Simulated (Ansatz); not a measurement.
**HfS2: further runs on the relaxed cell**

This session takes HfS2 and sets out to relax it again with other functionals.

Program: Ansatz 0.2.0. Level of theory: DFT PBE+D3(BJ), scalar-relativistic, plane waves, PAW, unless a step's input says otherwise. These are calculated values, not measurements.

1 further run of the same task is left out (set aside as unsound or not needed).

## 1. The system as given

The structure is trigonal, space group P-3m1 (No. 164). The conventional cell has a = 3.606 Å, b = 3.606 Å, c = 5.770 Å, α = 90.00°, β = 90.00°, γ = 120.00°. Around Hf (site symmetry -3m) lie 6 S at 2.54 Å. S (site symmetry 3m) has 3 Hf at 2.54 Å as nearest neighbours.

As a file:

```cif
data_structure
_symmetry_space_group_name_H-M 'P 1'
_symmetry_Int_Tables_number 1
_cell_length_a 3.6063
_cell_length_b 3.6063
_cell_length_c 5.7701
_cell_angle_alpha 90.000
_cell_angle_beta 90.000
_cell_angle_gamma 120.000
_cell_volume 64.99
loop_
_atom_site_label
_atom_site_type_symbol
_atom_site_fract_x
_atom_site_fract_y
_atom_site_fract_z
_atom_site_occupancy
Hf1 Hf 0.00000 0.00000 0.00000 1
S1 S 0.66667 0.33333 0.74765 1
S2 S 0.33333 0.66667 0.25235 1
```

It goes back to an entry of the Materials Project.

This cell was relaxed beforehand with the same method: volume 21.66 Å³/atom, gap on the mesh 0.89 eV.

## 2. The cell under PBEsol

input.yaml reads:

```yaml
crystal:
  lattice:
    - [3.606345339, 0.0, 0.0]
    - [-1.8031726695, 3.1231866784, 0.0]
    - [0.0, 0.0, 5.770108822]
  atoms:
    - { symbol: Hf, position: [0.0, 0.0, 0.0] }
    - { symbol: S, position: [0.6666666667, 0.3333333333, 0.747647051] }
    - { symbol: S, position: [0.3333333333, 0.6666666667, 0.252352949] }
basis:
  ecutwfc: 420
kpoints:
  mp_grid: { grid: [9, 9, 6] }
hamiltonian:
  xc: pbesol
scf:
  occupations: { method: gaussian, width: 0.02 }
output:
  forces: true
  stress: true
  eigenvalues: true
  write_density: true
  write_potential: true
  elf: true
  volumetric_format: npy
relax:
  adjacent_minimum: "off"
  f_tol: 0.005
  max_steps: 50
  cell: { stress_tol: 0.05 }
```

Command:

```sh
ansatz run input.yaml --threads 1 --pin off --max-ram 2560MiB --backend cpu --events-out ev --progress --plain --runs-dir out
```

## 3. Relaxing with PBE

Edit input.yaml of step 2 so:

```diff
@@ -14,3 +14,3 @@
 hamiltonian:
-  xc: pbesol
+  xc: pbe
 scf:
@@ -21,6 +21,2 @@
   eigenvalues: true
-  write_density: true
-  write_potential: true
-  elf: true
-  volumetric_format: npy
 relax:
```

## 4. The cell under LDA

Edit input.yaml of step 3 so:

```diff
@@ -14,3 +14,3 @@
 hamiltonian:
-  xc: pbe
+  xc: lda
 scf:
```

(Steps that only read results are left out.)

Q: Predict the outcome of this session.

**Answer**, as computed:

The volumes rise in the order LDA, PBE+D3(BJ), PBEsol, PBE, over 27.2 %. These runs have no spin-orbit coupling; with Hf it would split and shift bands. Layers here are held mostly by dispersion, which this level lacks, so their spacing and the stiffness across them are unreliable there.
